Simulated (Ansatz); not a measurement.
**InP: a trial structure relaxed**

Aim: relax a trial structure of InP and see where it ends.

Computed with Ansatz 0.2.0 (DFT PBE, scalar-relativistic, plane waves, PAW, unless a step's input says otherwise).

2 further runs of the same task are left out: 1 that didn't finish, 1 set aside as unsound or not needed.

### 1 The structure to begin with

The structure is orthorhombic, space group Cmmm (No. 65). The conventional cell has a = 3.764 Å, b = 4.861 Å, c = 4.945 Å, α = 90.00°, β = 90.00°, γ = 90.00°. In (site symmetry mmm) is surrounded by 4 In at 3.07 Å and 8 P at 3.11 to 3.47 Å. P (site symmetry mmm) has 4 P at 3.07 Å and 8 In at 3.11 to 3.47 Å as nearest neighbours.

As a file:

```
CELL_PARAMETERS angstrom
1.88225 -2.43039 0.00000
1.88225 2.43039 0.00000
0.00000 0.00000 4.94493
ATOMIC_POSITIONS crystal
In 0.50000 0.50000 0.50000
P 0.00000 0.00000 0.00000
```

A structure generator made this guess: species swapped into a database cell of SbPb (Cmmm, No. 65), with In on the Sb sites and P on the Pb sites. Lengths come from tabulated atomic sizes and are only a guess.

### 2 A first look at the guess

Input file input.yaml:

```yaml
crystal:
  lattice:
    - [1.88224855, -2.43038572, 0.0]
    - [1.88224855, 2.43038572, 0.0]
    - [0.0, 0.0, 4.94493302]
  atoms:
    - { symbol: In, position: [0.5, 0.5, 0.5] }
    - { symbol: P, position: [0.0, 0.0, 0.0] }
basis:
  ecutwfc: 420
kpoints:
  mp_grid: { grid: [6, 6, 4] }
hamiltonian:
  xc: pbe
scf:
  occupations: { method: gaussian, width: 0.1 }
  lower_state_search: "off"
output:
  forces: true
  stress: true
  eigenvalues: true
```

Command:

```bash
> ansatz run input.yaml --threads 1 --pin off --max-ram 2560MiB --backend cpu --events-out ev --progress --plain --runs-dir out
```

The program printed, cut to the lines that bear on the results:

```text
Warning: RAYON_NUM_THREADS=1 ignored (pool sized by the plan → 1); use --threads N
[...]
Pseudopotentials: kind: paw
Pseudopotential: In, paw, valence charge 13, recommended cutoff 420 eV (normal), In.paw.azcp
Pseudopotential: P, paw, valence charge 5, recommended cutoff 420 eV (normal), P.paw.azcp
Functional definition: PBE
[...]
Crystal: 2 atoms, lattice volume = 45.242 Å³
Basis set: ecut = 420 eV, 875 PW (Γ), exchange–correlation on 48×48×72 points (8 copies of the dense FFT grid, shifted against one another)
Bands: 13, of which v1, the nominal top of the filled ones, is band 9 counted from 1 (8 counted from 0)
Symmetry: 8 space group operations
Space group: Cmmm (ITA 65), of the structure as read, at distance tolerance 3.6e-5 Å
k-points: 39 of 144
[...]
SCF iter   1: F=—  HF=-6352.450555 eV  |F-HF|=—  |Δ(HF+E_count)|=         —  Δρ=2.87e-3  dr2=1.51e-2  ethr=1.77e-3  ⟨swp⟩=5.8  Hψ=3009  notcnv=0
[...]
SCF iter   6: F=-6352.445954 eV  HF=-6352.445954 eV  |F-HF|=2.42e-8  |Δ(HF+E_count)|=   6.31e-8  Δρ=4.03e-6  dr2=2.86e-8  ethr=5.56e-10  ⟨swp⟩=7.6  Hψ=2647  notcnv=0
[...]
SCF converged after 6 iterations
Free energy (F): -6352.445954 eV
[...]
E sigma→0 (E₀):  -6352.441050 eV
Entropy (-TS):   -0.009809 eV (-4.904 meV/atom)
Fermi energy:    8.756409 eV
[...]
--- Forces (eV/Å), atoms counted from 1 ---
  atom   1  In     0.00000000     0.00000000     0.00000000
  atom   2  P      0.00000000     0.00000000     0.00000000
[...]
--- Stress (GPa, compression-positive) ---
       -3.196949       0.000000       0.000000
        0.000000      -1.461934       0.000000
        0.000000       0.000000      -3.660730
  P = ⅓ Tr σ = -2.7732 GPa (-27.732 kbar)
--- Band table (eV; the first three rows and the last of 39) ---
  k-point 0: bands = ["-6.0029", "-5.8018", "-5.4585", "-5.4445", "-5.4281", "-3.1588", "3.1305", "4.5373", "10.5013", "11.6456", "16.3175", "16.4017", "16.4574"]
[...]
```

Wall time 1.5 s (1 thread of Arm Neoverse V1, shared host); peak memory 0.3 GiB.

From the probe: pressure -2.8 GPa, largest force 0.00 eV/Å, gap on this mesh none (metal). The relaxation goes to the converged mesh at once.

### 3 Final relaxation

Changes to input.yaml since step 2:

```diff
@@ -11,3 +11,3 @@
 kpoints:
-  mp_grid: { grid: [6, 6, 4] }
+  mp_grid: { grid: [18, 18, 12] }
 hamiltonian:
@@ -16,3 +16,2 @@
   occupations: { method: gaussian, width: 0.1 }
-  lower_state_search: "off"
 output:
@@ -21 +20,6 @@
   eigenvalues: true
+relax:
+  adjacent_minimum: "off"
+  f_tol: 0.01
+  max_steps: 80
+  cell: { stress_tol: 0.05 }
```

Command:

```bash
> ansatz run input.yaml --threads 1 --pin off --max-ram 2560MiB --backend cpu --events-out ev --progress --plain --runs-dir out
```

The program printed:

```text
Warning: RAYON_NUM_THREADS=1 ignored (pool sized by the plan → 1); use --threads N
Engine: ansatz 0.2.0, aarch64-unknown-linux-gnu
[... 4 set-up lines as earlier in the session ...]
  parameter kappa = 0.804
  parameter beta = 0.06672455060314922
  exchange = pbe_x(kappa = kappa, mu = beta*pi^2/3)
  correlation = pbe_c(beta = beta)
Crystal: 2 atoms, lattice volume = 45.242 Å³
Basis set: ecut = 420 eV, 875 PW (Γ), exchange–correlation on 48×48×72 points (8 copies of the dense FFT grid, shifted against one another)
Bands: 13, of which v1, the nominal top of the filled ones, is band 9 counted from 1 (8 counted from 0)
[... 2 set-up lines as earlier in the session ...]
k-points: 637 of 3888
Non-local potential: In, projectors of the file, l = 0: 2, l = 1: 2, l = 2: 2, l = 3: 2
Non-local potential: P, projectors of the file, l = 0: 2, l = 1: 2, l = 2: 2
PAW form: soft (Blöchl's): semilocal exchange-correlation on the pseudo side does not see the compensation charge
PAW one-centre angular grid: In, 590 points (default); XC on 64 Gauss nodes
PAW one-centre angular grid: P, 110 points (default); XC on 64 Gauss nodes
Initial density: superposition of atomic densities (neutral atoms: chi_scale 0, normalization atom), corrected by the library's trained network
Initial wavefunctions: pseudopotential atomic-orbital guess
Functional: x = pbe(κ = 0.804, μ = 0.2195149727645171), c = pbe(β = 0.06672455060314922)
SCF iter   1: F=—  HF=-6352.520866 eV  |F-HF|=—  |Δ(HF+E_count)|=         —  Δρ=1.75e-3  dr2=3.74e-3  ethr=1.77e-3  ⟨swp⟩=5.8  Hψ=50021  notcnv=0
preconditioner: auto → none  [metal: Δε(μ)=0.020 eV  Ē_g=13.943 eV  σ=0.100 eV  W_gap=0.11  n_scr=6 (ndim 8)  ℏωp=23.4 eV  f_vac=0.000  D(μ)=1.25/eV (n_scr^D=6)  sad-step TF]
SCF iter   2: F=—  HF=-6352.519557 eV  |F-HF|=—  |Δ(HF+E_count)|=   1.31e-3  Δρ=1.30e-3  dr2=2.24e-3  ethr=2.08e-5  ⟨swp⟩=2.4  Hψ=17698  notcnv=0  defer=1
SCF iter   3: F=—  HF=-6352.519172 eV  |F-HF|=—  |Δ(HF+E_count)|=   3.85e-4  Δρ=6.25e-4  dr2=2.22e-4  ethr=1.24e-5  ⟨swp⟩=2.1  Hψ=10405  notcnv=0  defer=1
SCF iter   4: F=—  HF=-6352.519104 eV  |F-HF|=—  |Δ(HF+E_count)|=   6.82e-5  Δρ=2.01e-4  dr2=1.52e-5  ethr=1.23e-6  ⟨swp⟩=2.4  Hψ=13946  notcnv=0  defer=2
SCF iter   5: F=—  HF=-6352.519102 eV  |F-HF|=—  |Δ(HF+E_count)|=   2.05e-6  Δρ=1.01e-4  dr2=3.86e-6  ethr=8.43e-8  ⟨swp⟩=2.0  Hψ=14203  notcnv=0  defer=2
SCF iter   6: F=—  HF=-6352.519101 eV  |F-HF|=—  |Δ(HF+E_count)|=   1.04e-6  Δρ=5.71e-5  dr2=1.02e-6  ethr=2.14e-8  ⟨swp⟩=2.6  Hψ=14050  notcnv=0  defer=2
SCF iter   7: F=-6352.519100 eV  HF=-6352.519100 eV  |F-HF|=1.27e-8  |Δ(HF+E_count)|=   4.61e-7  Δρ=6.60e-6  dr2=1.47e-8  ethr=5.56e-10  ⟨swp⟩=5.9  Hψ=42631  notcnv=0
SCF 1 converged in 7 iterations: F = -6352.519100 eV  dr2 = 1.47e-8
relax step   1: F+E_penalty+E_count = -6352.51910026 eV  Δ(F+E_penalty+E_count) = +0.000e0 eV  max|allowed force component| = 6.360e-30 eV/Å  Δτ_max = 0.0000 Å  P = -3.887 GPa  Ω = 45.242 Å³  (7 SCF iters, dr2 threshold 1.00e-7 eV, accepted)
Crystal: 2 atoms, lattice volume = 41.400 Å³
Basis set: ecut = 420 eV, 783 PW (Γ), exchange–correlation on 48×48×72 points (8 copies of the dense FFT grid, shifted against one another)
Initial density: handed on by an earlier stage of this run
Initial wavefunctions: those handed on with the density
iter 1 solved again at ethr=1.02e-5 eV; its pass at ethr=3.10e-3 eV (dr2=1.84e-3 eV) is discarded
SCF iter   1: F=—  HF=-6352.576185 eV  |F-HF|=—  |Δ(HF+E_count)|=         —  Δρ=1.82e-3  dr2=1.86e-3  ethr=1.02e-5  ⟨swp⟩=2.3  Hψ=67818  notcnv=0
preconditioner: auto → none  [metal: Δε(μ)=0.002 eV  Ē_g=14.265 eV  σ=0.100 eV  W_gap=0.01  n_scr=6 (ndim 8)  ℏωp=24.5 eV  f_vac=0.000  D(μ)=1.14/eV (n_scr^D=6)]
SCF iter   2: F=—  HF=-6352.575858 eV  |F-HF|=—  |Δ(HF+E_count)|=   3.26e-4  Δρ=9.96e-4  dr2=2.62e-4  ethr=1.02e-5  ⟨swp⟩=2.2  Hψ=13342  notcnv=0
SCF iter   3: F=—  HF=-6352.575876 eV  |F-HF|=—  |Δ(HF+E_count)|=   1.79e-5  Δρ=1.89e-4  dr2=1.85e-5  ethr=1.46e-6  ⟨swp⟩=2.0  Hψ=10935  notcnv=0
SCF iter   4: F=—  HF=-6352.575875 eV  |F-HF|=—  |Δ(HF+E_count)|=   1.22e-6  Δρ=3.95e-5  dr2=6.23e-7  ethr=1.03e-7  ⟨swp⟩=2.1  Hψ=13839  notcnv=0
iter 5 did not close the SCF: its close was put off for the readings that it lacked (scf_convergence_deferred on its scf_iter line)
SCF iter   5: F=-6352.575875 eV  HF=-6352.575875 eV  |F-HF|=1.18e-9  |Δ(HF+E_count)|=   4.53e-8  Δρ=4.38e-6  dr2=4.72e-9  ethr=3.46e-9  ⟨swp⟩=2.8  Hψ=13909  notcnv=0
SCF iter   6: F=-6352.575875 eV  HF=-6352.575875 eV  |F-HF|=1.76e-10  |Δ(HF+E_count)|=   2.13e-9  Δρ=1.09e-6  dr2=3.30e-10  ethr=2.62e-11  ⟨swp⟩=3.5  Hψ=36481  notcnv=0
SCF 2 converged in 6 iterations: F = -6352.575875 eV  dr2 = 3.30e-10
relax step   2: F+E_penalty+E_count = -6352.57587501 eV  Δ(F+E_penalty+E_count) = -5.677e-2 eV  max|allowed force component| = 0.000e0 eV/Å  Δτ_max = 0.0000 Å  P = +0.654 GPa  Ω = 41.400 Å³  energy of the carried Pulay correction = +8.952e-4 eV  (6 SCF iters, dr2 threshold 2.00e-7 eV, accepted)
Crystal: 2 atoms, lattice volume = 41.511 Å³
Basis set: ecut = 420 eV, 801 PW (Γ), exchange–correlation on 48×48×72 points (8 copies of the dense FFT grid, shifted against one another)
iter 1 solved again at ethr=7.79e-6 eV; its pass at ethr=3.10e-3 eV (dr2=1.40e-3 eV) is discarded
SCF iter   1: F=—  HF=-6352.587152 eV  |F-HF|=—  |Δ(HF+E_count)|=         —  Δρ=1.08e-3  dr2=1.36e-3  ethr=7.79e-6  ⟨swp⟩=2.2  Hψ=61702  notcnv=0
preconditioner: auto → none  [metal: Δε(μ)=0.013 eV  Ē_g=14.262 eV  σ=0.100 eV  W_gap=0.07  n_scr=6 (ndim 8)  ℏωp=24.5 eV  f_vac=0.000  D(μ)=1.26/eV (n_scr^D=6)]
SCF iter   2: F=—  HF=-6352.586832 eV  |F-HF|=—  |Δ(HF+E_count)|=   3.19e-4  Δρ=3.29e-4  dr2=3.29e-5  ethr=7.57e-6  ⟨swp⟩=1.8  Hψ=9168  notcnv=0
SCF iter   3: F=—  HF=-6352.586840 eV  |F-HF|=—  |Δ(HF+E_count)|=   8.43e-6  Δρ=1.32e-4  dr2=4.33e-6  ethr=1.83e-7  ⟨swp⟩=2.2  Hψ=11486  notcnv=0
iter 4 did not close the SCF: its close was put off for the readings that it lacked (scf_convergence_deferred on its scf_iter line)
SCF iter   4: F=-6352.586843 eV  HF=-6352.586843 eV  |F-HF|=6.53e-8  |Δ(HF+E_count)|=   2.18e-6  Δρ=2.31e-5  dr2=1.37e-7  ethr=2.41e-8  ⟨swp⟩=2.4  Hψ=13503  notcnv=0
iter 5 did not close the SCF: its close was put off for the readings that it lacked (scf_convergence_deferred on its scf_iter line)
SCF iter   5: F=-6352.586843 eV  HF=-6352.586843 eV  |F-HF|=1.90e-9  |Δ(HF+E_count)|=   2.09e-8  Δρ=3.83e-6  dr2=4.69e-9  ethr=7.60e-10  ⟨swp⟩=2.0  Hψ=13897  notcnv=0
SCF iter   6: F=-6352.586843 eV  HF=-6352.586843 eV  |F-HF|=1.36e-11  |Δ(HF+E_count)|=  3.09e-10  Δρ=3.93e-7  dr2=7.71e-11  ethr=2.61e-11  ⟨swp⟩=3.3  Hψ=37217  notcnv=0
SCF 3 converged in 6 iterations: F = -6352.586843 eV  dr2 = 7.71e-11
relax step   3: F+E_penalty+E_count = -6352.58684264 eV  Δ(F+E_penalty+E_count) = -1.097e-2 eV  max|allowed force component| = 4.457e-29 eV/Å  Δτ_max = 0.0000 Å  P = +0.436 GPa  Ω = 41.511 Å³  energy of the carried Pulay correction = +8.763e-4 eV  (6 SCF iters, dr2 threshold 2.00e-7 eV, accepted)
[... from here on, the SCF cycles and remarks between the steps are left out ...]
relax step   4: F+E_penalty+E_count = -6352.64069183 eV  Δ(F+E_penalty+E_count) = -5.385e-2 eV  max|allowed force component| = 3.944e-31 eV/Å  Δτ_max = 0.0000 Å  P = -0.202 GPa  Ω = 42.006 Å³  energy of the carried Pulay correction = +7.871e-4 eV  (6 SCF iters, dr2 threshold 2.00e-7 eV, accepted)
relax step   5: F+E_penalty+E_count = -6352.67316988 eV  Δ(F+E_penalty+E_count) = -3.248e-2 eV  max|allowed force component| = 9.861e-32 eV/Å  Δτ_max = 0.0000 Å  P = +1.459 GPa  Ω = 41.004 Å³  energy of the carried Pulay correction = +1.042e-3 eV  (5 SCF iters, dr2 threshold 2.00e-7 eV, accepted)
relax step   6: F+E_penalty+E_count = -6352.73061755 eV  Δ(F+E_penalty+E_count) = -5.745e-2 eV  max|allowed force component| = 4.970e-29 eV/Å  Δτ_max = 0.0000 Å  P = +1.780 GPa  Ω = 40.887 Å³  energy of the carried Pulay correction = +1.088e-3 eV  (5 SCF iters, dr2 threshold 2.00e-7 eV, accepted)
relax step   7: F+E_penalty+E_count = -6352.81476346 eV  Δ(F+E_penalty+E_count) = -8.415e-2 eV  max|allowed force component| = 6.311e-30 eV/Å  Δτ_max = 0.0000 Å  P = +1.509 GPa  Ω = 41.229 Å³  energy of the carried Pulay correction = +1.033e-3 eV  (6 SCF iters, dr2 threshold 2.00e-7 eV, accepted)
relax step   8: F+E_penalty+E_count = -6352.83375270 eV  Δ(F+E_penalty+E_count) = -1.899e-2 eV  max|allowed force component| = 6.114e-30 eV/Å  Δτ_max = 0.0000 Å  P = +0.024 GPa  Ω = 42.539 Å³  energy of the carried Pulay correction = +7.466e-4 eV  (6 SCF iters, dr2 threshold 2.00e-7 eV, accepted)
relax step   9: F+E_penalty+E_count = -6352.85006274 eV  Δ(F+E_penalty+E_count) = -1.631e-2 eV  max|allowed force component| = 1.578e-30 eV/Å  Δτ_max = 0.0000 Å  P = -0.413 GPa  Ω = 43.381 Å³  energy of the carried Pulay correction = +5.640e-4 eV  (6 SCF iters, dr2 threshold 2.00e-7 eV, accepted)
relax step  10: F+E_penalty+E_count = -6352.85050678 eV  Δ(F+E_penalty+E_count) = -4.440e-4 eV  max|allowed force component| = 6.311e-30 eV/Å  Δτ_max = 0.0000 Å  P = +0.638 GPa  Ω = 42.839 Å³  energy of the carried Pulay correction = +6.947e-4 eV  (6 SCF iters, dr2 threshold 2.00e-7 eV, accepted)
relax step  11: F+E_penalty+E_count = -6352.85124846 eV  Δ(F+E_penalty+E_count) = -7.417e-4 eV  max|allowed force component| = 1.659e-28 eV/Å  Δτ_max = 0.0000 Å  P = +0.015 GPa  Ω = 43.198 Å³  energy of the carried Pulay correction = +6.107e-4 eV  (6 SCF iters, dr2 threshold 2.00e-7 eV, accepted)
relax step  12: F+E_penalty+E_count = -6352.86200254 eV  Δ(F+E_penalty+E_count) = -1.075e-2 eV  max|allowed force component| = 1.659e-28 eV/Å  Δτ_max = 0.0000 Å  P = +0.414 GPa  Ω = 43.198 Å³  stress off target by 1.08e0 GPa  SCF on the basis re-selected at this cell (its energy is not comparable with the rows above)  (6 SCF iters)
relax step  13: F+E_penalty+E_count = -6352.86842884 eV  Δ(F+E_penalty+E_count) = -6.426e-3 eV  max|allowed force component| = 6.212e-30 eV/Å  Δτ_max = 0.0000 Å  P = +0.312 GPa  Ω = 43.881 Å³  energy of the carried Pulay correction = -1.518e-4 eV  (6 SCF iters, dr2 threshold 2.00e-7 eV, accepted)
relax step  14: F+E_penalty+E_count = -6352.86784832 eV  Δ(F+E_penalty+E_count) = +5.805e-4 eV  max|allowed force component| = 6.114e-30 eV/Å  Δτ_max = 0.0000 Å  P = +0.274 GPa  Ω = 44.852 Å³  energy of the carried Pulay correction = -3.657e-4 eV  (6 SCF iters, dr2 threshold 2.00e-7 eV, rejected (line search))
relax step  15: F+E_penalty+E_count = -6352.87003115 eV  Δ(F+E_penalty+E_count) = -1.602e-3 eV  max|allowed force component| = 0.000e0 eV/Å  Δτ_max = 0.0000 Å  P = +0.047 GPa  Ω = 44.462 Å³  energy of the carried Pulay correction = -2.857e-4 eV  (7 SCF iters, accepted)
relax step  16: F+E_penalty+E_count = -6352.87005234 eV  Δ(F+E_penalty+E_count) = -2.119e-5 eV  max|allowed force component| = 5.049e-29 eV/Å  Δτ_max = 0.0000 Å  P = -0.004 GPa  Ω = 44.528 Å³  energy of the carried Pulay correction = -3.012e-4 eV  (3 SCF iters, dr2 threshold 4.82e-8 eV, accepted)
Basis set: ecut = 420 eV, 861 PW (Γ), exchange–correlation on 50×50×54 points (8 copies of the dense FFT grid, shifted against one another)
iter 1 solved again at ethr=7.44e-7 eV; its pass at ethr=3.10e-3 eV (dr2=1.34e-4 eV) is discarded
SCF iter   1: F=—  HF=-6352.870464 eV  |F-HF|=—  |Δ(HF+E_count)|=         —  Δρ=6.91e-5  dr2=3.33e-7  ethr=7.44e-7  ⟨swp⟩=3.1  Hψ=72396  notcnv=0
eigensolver tolerance schedule: the retry pair's looser diagonalisation over-reported the residual by 401.49 of it (diagonalisation noise at 0.11 of the residual, at the tolerance the schedule requests for it); recorded, not acted on — ethr = c·dr2/N_el stays at c = 1.0e-1
SCF iter   2: F=—  HF=-6352.870465 eV  |F-HF|=—  |Δ(HF+E_count)|=   1.80e-6  Δρ=3.22e-5  dr2=6.79e-8  ethr=1.85e-9  ⟨swp⟩=2.3  Hψ=14565  notcnv=0
SCF iter   3: F=—  HF=-6352.870466 eV  |F-HF|=—  |Δ(HF+E_count)|=   3.68e-7  Δρ=9.26e-6  dr2=9.61e-9  ethr=3.77e-10  ⟨swp⟩=2.0  Hψ=14244  notcnv=0
SCF iter   4: F=—  HF=-6352.870466 eV  |F-HF|=—  |Δ(HF+E_count)|=   2.86e-8  Δρ=1.95e-6  dr2=1.72e-9  ethr=5.34e-11  ⟨swp⟩=2.1  Hψ=14664  notcnv=0
SCF iter   5: F=—  HF=-6352.870466 eV  |F-HF|=—  |Δ(HF+E_count)|=  5.97e-10  Δρ=5.91e-7  dr2=3.61e-11  ethr=9.54e-12  ⟨swp⟩=2.2  Hψ=11338  notcnv=0
SCF iter   6: F=-6352.870466 eV  HF=-6352.870466 eV  |F-HF|=9.09e-13  |Δ(HF+E_count)|=  1.86e-10  Δρ=1.07e-7  dr2=3.88e-12  ethr=1.00e-12  ⟨swp⟩=7.4  Hψ=41316  notcnv=0
SCF 17 converged in 6 iterations: F = -6352.870466 eV  dr2 = 3.88e-12
relax step  17: F+E_penalty+E_count = -6352.87046583 eV  Δ(F+E_penalty+E_count) = -4.135e-4 eV  max|allowed force component| = 1.578e-30 eV/Å  Δτ_max = 0.0000 Å  P = +0.003 GPa  Ω = 44.528 Å³  stress off target by 2.53e-2 GPa  SCF on the basis re-selected at this cell (its energy is not comparable with the rows above)  (6 SCF iters)
basis re-selected at this cell: Δ(F+E_penalty+E_count) = -4.135e-4 eV, ΔP = +0.008 GPa vs the last step (what re-selecting the basis moved, of the pressure what is left beyond the Pulay correction that the steps carried, after the strain that the cell walked since its last selection, with what the two solves' SCF thresholds leave and, on support functions, any second-order correction that the steps lacked; it is no measure of the basis error at this ecutwfc). The dense FFT grid was sized anew with the basis: this SCF ran on 25×25×27 points, the steps before it on 24×24×27, so part of this shift can come from that change (see relax.cell in the input reference). This SCF's stress stands 2.53e-2 GPa from its target on what of the cell is left free (relax.cell.stress_tol is 5.00e-2 GPa) and its largest allowed force component is 1.58e-30 eV/Å (relax.f_tol is 1.00e-2 eV/Å): within both
SCF converged after 6 iterations
Free energy (F): -6352.870466 eV
Harris-Foulkes:  -6352.870466 eV  (|F-HF|=9.09e-13)
Internal energy: -6352.864814 eV  (E = F + TS)
E sigma→0 (E₀):  -6352.867640 eV
Entropy (-TS):   -0.005652 eV (-2.826 meV/atom)
Fermi energy:    8.838134 eV
--- Per-component energies (eV) ---
  E_band       = -23.033365
  E_kinetic    = 310.176969
  E_local      = -1233.429789  (includes V_loc(G=0)·N_el)
  E_nonlocal   = 401.076865
  E_hartree    = 483.749531
  E_xc         = -275.801154
  E_vxc        = -158.736280  (∫ρ·V_xc dr)
  E_paw        = -4723.494524  (= ΣΔE_a)
  E_vpaw       = -309.620170  (= ΣTr[D̂ρ^β])
  E_aug_tail   = 0.000029  (compensation charges beyond the density's cutoff)
  E_ewald      = -1315.142741
  E_smearing   = -0.005652  (= −TS)
  E_closure    = 0.000000  (closes the sum)
  Σ components = -6352.870466   (vs F -6352.870466, Δ=0.00e0)
--- Forces (eV/Å), atoms counted from 1 ---
  atom   1  In     0.00000000     0.00000000     0.00000000
  atom   2  P      0.00000000     0.00000000     0.00000000
  max |Σ_I F_I| component: 3.16e-30 eV/Å
--- Stress (GPa, compression-positive) ---
       -0.005149       0.000000       0.000000
        0.000000       0.025289       0.000000
        0.000000       0.000000      -0.009714
  P = ⅓ Tr σ = 0.0035 GPa (0.035 kbar)
--- Band table (eV; the first three rows and the last of 637) ---
  k-point 0: bands = ["-5.7642", "-5.6576", "-5.5904", "-5.5455", "-5.5065", "-3.0655", "6.9011", "7.4495", "7.7892", "9.7803", "13.8311", "15.2809", "15.5697"]
  k-point 1: bands = ["-5.7543", "-5.6571", "-5.5870", "-5.5513", "-5.5089", "-3.0089", "5.8137", "7.8694", "8.5088", "9.8108", "13.9743", "15.3579", "15.6131"]
  k-point 2: bands = ["-5.7284", "-5.6555", "-5.5771", "-5.5671", "-5.5153", "-2.8407", "4.5405", "8.1029", "9.6799", "9.8966", "14.3500", "15.5822", "15.7399"]
  k-point 636: bands = ["-5.7107", "-5.6693", "-5.6528", "-5.4701", "-5.4417", "-0.3301", "4.0035", "6.1531", "7.6609", "8.3112", "11.0308", "11.2472", "11.9852"]
--- Relaxed structure (15 steps of the walk, 14 accepted, 2 SCFs on fresh bases) ---
  F+E_penalty+E_count = -6352.87046583 eV   max|allowed force component| = 1.578e-30 eV/Å   (the final SCF, on the basis selected at the relaxed cell)
  cell:  # Å, volume = 44.5280 Å³
    - [1.9533184907690984, -3.038544318903, 0.0]
    - [1.9533184907690984, 3.038544318903, 0.0]
    - [0.0, 0.0, 3.7511485762804915]
  atoms:
    - { symbol: In, position: [0.5000000000000001, 0.5000000000000001, 0.5000000000000001] }
    - { symbol: P, position: [5.275911236986574e-35, 5.275911236986574e-35, 0.0] }
```

Wall time 6.6 min (1 thread of Arm Neoverse V1, shared host); peak memory 0.64 GiB.

The steps of the relaxation:

```csv
step,energy from step 1 (eV/cell),largest force component (eV/Å),pressure (GPa),volume (Å³)
1,0.0000,0.0000,-3.89,45.24
2,-0.0568,0.0000,0.65,41.40
3,-0.0677,0.0000,0.44,41.51
4,-0.1216,0.0000,-0.20,42.01
5,-0.1541,0.0000,1.46,41.00
6,-0.2115,0.0000,1.78,40.89
7,-0.2957,0.0000,1.51,41.23
8,-0.3147,0.0000,0.02,42.54
9,-0.3310,0.0000,-0.41,43.38
10,-0.3314,0.0000,0.64,42.84
11,-0.3321,0.0000,0.02,43.20
12,-0.3429,0.0000,0.41,43.20
13,-0.3493,0.0000,0.31,43.88
14,-0.3487,0.0000,0.27,44.85
15,-0.3509,0.0000,0.05,44.46
16,-0.3510,0.0000,0.00,44.53
17,-0.3514,0.0000,0.00,44.53
```

Step 1 is the start. Steps 12, 17 each repeat the geometry before them on a plane-wave basis chosen anew, so the energy can jump there without any move. Step 14 was tried and not accepted.

Lengths and angles in the start's conventional setting:

|  | before | after | change |
| --- | --- | --- | --- |
| a (Å) | 3.764 | 3.907 | +3.8 % |
| b (Å) | 4.861 | 6.077 | +25.0 % |
| c (Å) | 4.945 | 3.751 | -24.1 % |
| volume (Å³/atom) | 22.62 | 22.26 | -1.6 % |
| shortest distance (Å) | 3.074 | 2.708 | -11.9 % |
| space group (0.01 Å) | Cmmm | Cmmm | same |

Forces and stress were held to the start's 8 operations: a distortion of lower symmetry was not tested.

### 4 Results

| quantity | value |
| --- | --- |
| symmetry at the end (tolerance 0.05 Å) | space group Cmmm (No. 65) |
| conventional cell | a = 3.907 Å, b = 6.077 Å, c = 3.751 Å, α = 90.00°, β = 90.00°, γ = 90.00° |
| volume | 22.26 Å³/atom |
| energy over the elements, black P | +0.33 eV/atom |
| gap on the mesh | none (metal) |

What this shows: The space group Cmmm (No. 65) is kept, and the volume per atom shrinks by 1.6 % from the first guess. With a positive formation energy it can't be a ground state. No finished test with a distortion of lower symmetry is shown, so the end may be a saddle point.
